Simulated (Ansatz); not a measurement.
# Compressing KMgF3

Theory: DFT PBE, scalar-relativistic, plane waves, PAW (Ansatz 0.2.0). Run with 420 eV cutoff, 6×6×6 k-mesh, Gaussian smearing of 0.02 eV, no spin polarisation.

Reference structure (relaxed):

```xyz
5
Lattice="4.0539 0.0000 0.0000 0.0000 4.0539 0.0000 0.0000 0.0000 4.0539" Properties=species:S:1:pos:R:3 pbc="T T T"
K     2.0269    2.0269    2.0269
Mg    0.0000    0.0000    0.0000
F     0.0000    2.0269    0.0000
F     0.0000    0.0000    2.0269
F     2.0269    0.0000    0.0000
```

Cell and atoms are relaxed at each pressure within the symmetry of the start, at zero temperature, so transitions that lower the symmetry aren't seen. The k-mesh given is that at zero pressure and may differ at others. a, b and c are the lengths of the cell vectors above. Gaps are Kohn–Sham gaps over the whole zone.

| P (GPa) | V (Å³/atom) | V/V0 | a (Å) | b (Å) | c (Å) |
| --- | --- | --- | --- | --- | --- |
| -3 | 14.01 | 1.052 | 4.123 | 4.123 | 4.123 |
| 0 | 13.32 | 1.000 | 4.054 | 4.054 | 4.054 |
| 3 | 12.80 | 0.961 | 4.000 | 4.000 | 4.000 |
| 8 | 12.09 | 0.907 | 3.924 | 3.924 | 3.924 |
| 15 | 11.36 | 0.853 | 3.844 | 3.844 | 3.844 |
| 30 | 10.32 | 0.774 | 3.722 | 3.722 | 3.722 |
| 60 | 9.07 | 0.681 | 3.567 | 3.567 | 3.567 |

Problem. What bulk modulus and pressure derivative fit these points?

Solution. A third-order Birch–Murnaghan fit gives B0 = 66 GPa and B0' = 4.4.

Problem. What does pressure do to the gap?

Solution. The gaps are 6.61 eV at -3 GPa, 6.96 eV at 0 GPa, 7.25 eV at 3 GPa, 7.70 eV at 8 GPa, 8.21 eV at 15 GPa, 9.09 eV at 30 GPa, 10.41 eV at 60 GPa.

Symmetry holds off the tilts and polar distortions that many cubic perovskites undergo.